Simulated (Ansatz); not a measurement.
BaS (zincblende structure)

Computed with Ansatz (plane waves, PAW, 420 eV cutoff): PBEsol, scalar-relativistic, no spin polarisation, 8×8×8 k-mesh, Gaussian smearing of 0.05 eV; PAW files: Ansatz's generated set soft_2.

```
Ba S
1.0
     0.00000    3.46870    3.46870
     3.46870    0.00000    3.46870
     3.46870    3.46870    0.00000
Ba S
1 1
Direct
  0.00000 0.00000 0.00000
  0.25000 0.25000 0.25000
```

This is a trial structure; measured cells of the compound in the Crystallography Open Database are in space group Fm-3m (rock salt).

The cell is relaxed to zero pressure at this level.

Elastic constants come from the stress of slightly strained cells with relaxed atoms, in GPa, Voigt order xx, yy, zz, yz, xz, xy in the Cartesian frame of the vectors above.

```
31.7 29.0 29.0  0.0  0.0  0.0
29.0 31.7 29.0  0.0  0.0  0.0
29.0 29.0 31.7  0.0  0.0  0.0
 0.0  0.0  0.0  7.1  0.0  0.0
 0.0  0.0  0.0  0.0  7.1  0.0
 0.0  0.0  0.0  0.0  0.0  7.1
```

Task: Is the crystal mechanically stable, and what are its polycrystalline moduli?

Result: Stable against homogeneous strain: the smallest eigenvalue of the tensor is 2.7 GPa. Hill averages: K = 30 GPa, G = 3.7 GPa, E = 10.7 GPa, ν = 0.44.

For a cubic crystal three numbers say it all: C11 = 31.7, C12 = 29.0, C44 = 7.1 GPa. K = (C11 + 2C12)/3 = 29.9 GPa. The two shear moduli are C44 and C′ = (C11 − C12)/2 = 1.3 GPa, so Zener's ratio C44/C′ is 5.32: the crystal is stiffest along ⟨111⟩ and softest along ⟨100⟩. The Cauchy pressure C12 − C44 is 22 GPa; pair forces would make it zero if every atom sat on a centre of inversion, which isn't so here, so internal relaxation also enters.

The equation of state, an independent route, gives B0 = 30 GPa, against 30 GPa here.

 Scalar-relativistic only: spin–orbit splittings of the heavy atoms' levels are missing.
